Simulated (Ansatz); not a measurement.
# What moves the field gradients of TiO₂?

Cell of run 1: a structure deposited in the COD, taken as it stands.

```yaml
crystal:
  lattice:
    - [4.59220, 0.00000, 0.00000]
    - [0.00000, 4.59220, 0.00000]
    - [0.00000, 0.00000, 2.95740]
  atoms:
    - { symbol: Ti, position: [0.00000, 0.00000, 0.00000] }
    - { symbol: Ti, position: [0.50000, 0.50000, 0.50000] }
    - { symbol: O, position: [0.30496, 0.30496, 0.00000] }
    - { symbol: O, position: [0.19504, 0.80496, 0.50000] }
    - { symbol: O, position: [0.69504, 0.69504, 0.00000] }
    - { symbol: O, position: [0.80496, 0.19504, 0.50000] }
```

Atoms are numbered from 1 in the order listed; like atoms form one site, named after its first atom.

Relaxed positions (PBE, cell held):

```
CELL_PARAMETERS angstrom
4.59220 0.00000 0.00000
0.00000 4.59220 0.00000
0.00000 0.00000 2.95740
ATOMIC_POSITIONS crystal
Ti 0.00000 0.00000 0.00000
Ti 0.50000 0.50000 0.50000
O 0.30422 0.30422 0.00000
O 0.19578 0.80422 0.50000
O 0.69578 0.69578 0.00000
O 0.80422 0.19578 0.50000
```

All runs are DFT with Ansatz 0.2.0 (plane waves and PAW, scalar-relativistic unless spin–orbit coupling is named, Γ-centred meshes, Fermi–Dirac smearing where given) in this cell.

Run 1: PBE, atoms as given; 420 eV, 7×7×10 k-points, smearing 0.02 eV.
Run 2: PBE, atoms relaxed; 420 eV, 7×7×10 k-points, smearing 0.02 eV.
Run 3: r2SCAN, at the relaxed atoms; 500 eV, 7×7×10 k-points, smearing 0.02 eV.
Run 4: LDA, at the relaxed atoms; 420 eV, 7×7×10 k-points, smearing 0.02 eV.

```csv
run,Ti V_zz (η),O V_zz (η)
1,-2.27 (0.29),2.37 (0.95)
2,?,?
3,-2.05 (0.10),-2.66 (0.88)
4,-1.81 (0.15),2.14 (0.92)
```

V_zz in 10²¹ V/m².

Task: Estimate the row of run 2.

Result: Ti: -1.99 (0.09); O: 2.39 (1.00). It lies nearest to run 3, from whose tensors on these sites it differs by 0.27 at most (largest principal value of the difference, on O). Taken one at a time, the functional (between the two that differ most) moves the tensors on these sites by up to 0.60 (largest principal value of the change, on O), the positions of the atoms (as given or relaxed) by 0.38 (Ti). On some sites the largest principal value moves to another axis from run to run, and the sign of V_zz can flip with it. On O η is near 1, so the change of sign is little more than a relabelling of axes.

The cell isn't the equilibrium one in runs 1, 2, 4 (calculated pressure 5, 5, -8 GPa), and the entry's cell may itself be off.
